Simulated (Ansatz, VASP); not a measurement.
**Two plane-wave programs on In**

File INCAR:

```
SYSTEM = In
PREC = Accurate ; ENCUT = 520
EDIFF = 1E-7 ; ISMEAR = 0
SIGMA = 0.05 ; LREAL = .False.
LASPH = .True. ; NELM = 60
ALGO = Normal ; ISIF = 2
LWAVE = .False. ; LCHARG = .False.
GGA = PE ; NBANDS = 12
```

File KPOINTS:

```
Automatic mesh
0
Gamma
  16 16 16
  0 0 0
```

The input POSCAR:

```
In
1.0
    0.0000000000      2.3669403945      2.3669403945
    2.3669403945      0.0000000000      2.3669403945
    2.3669403945      2.3669403945      0.0000000000
In
1
Direct
    0.0000000000      0.0000000000      0.0000000000
```

Input for Ansatz:

```yaml
crystal:
  lattice:
    - [0.0, 2.3669403945, 2.3669403945]
    - [2.3669403945, 0.0, 2.3669403945]
    - [2.3669403945, 2.3669403945, 0.0]
  atoms:
    - { symbol: In, position: [0.0, 0.0, 0.0] }
basis:
  ecutwfc: 420
  ecutrho_ratio: 4
kpoints:
  mp_grid: { grid: [16, 16, 16] }
hamiltonian:
  xc: pbe
scf:
  occupations: { method: gaussian, width: 0.05 }
output:
  forces: true
  stress: true
  eigenvalues: true
```

Alike in both runs: task single point; functional PBE; k mesh 16 × 16 × 16; occupations gaussian, width 0.05 eV; no spin polarisation.

```csv
,VASP,Ansatz
version,VASP 6.6.1,Ansatz 0.2.0
potentials or method,"VASP PAW PBE potentials, release 64 (In_d)","scalar-relativistic, plane waves, PAW"
plane-wave cutoff (eV),520,420
valence electrons in the cell,13,13
```

```csv
,VASP,Ansatz,Ansatz less VASP
gap on the k mesh at the Fermi level (eV),none,none,-
pressure (GPa),1.4,1.5,+0.04
```

A gap of «none» marks a metal or a gap that the smearing closes.
